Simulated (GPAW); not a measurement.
# Nb: single point with PBE

The system is Nb.

```
CELL_PARAMETERS angstrom
-1.66395 1.66395 1.66395
1.66395 -1.66395 1.66395
1.66395 1.66395 -1.66395
ATOMIC_POSITIONS crystal
Nb 0.00000 0.00000 0.00000
```

```yaml
Program: GPAW 26.7.0
Task: single point
Functional: PBE
Potentials_or_basis: GPAW PAW data sets (gpaw-data 1.2.1)
Cutoff: 500 eV
Basis: pw
k_mesh: 9 × 9 × 9
Occupations: fermi-dirac, width 0.05 eV
Spin: no spin polarisation
Maxiter: 120
Convergence: default
```

```yaml
Pressure: -3.7 GPa
Band_gap_on_the_k_mesh: none (metal or under the smearing width)
```

Levels at points of the mesh, in eV from the Fermi level:
```csv
k point,band 2,band 3,band 4,band 5,band 6,band 7,band 8,band 9,band 10,band 11
"(0.00, 0.00, 0.00)",-29.79,-29.79,-29.79,-5.86,0.37,0.37,0.37,3.19,3.19,14.35
```

It took 4.2 s on 1 thread of Arm Neoverse V2 (shared host), peak memory 0.12 GiB.

Caveat: the cutoff is short for stress and forces, so pressures can be off by a GPa or more.
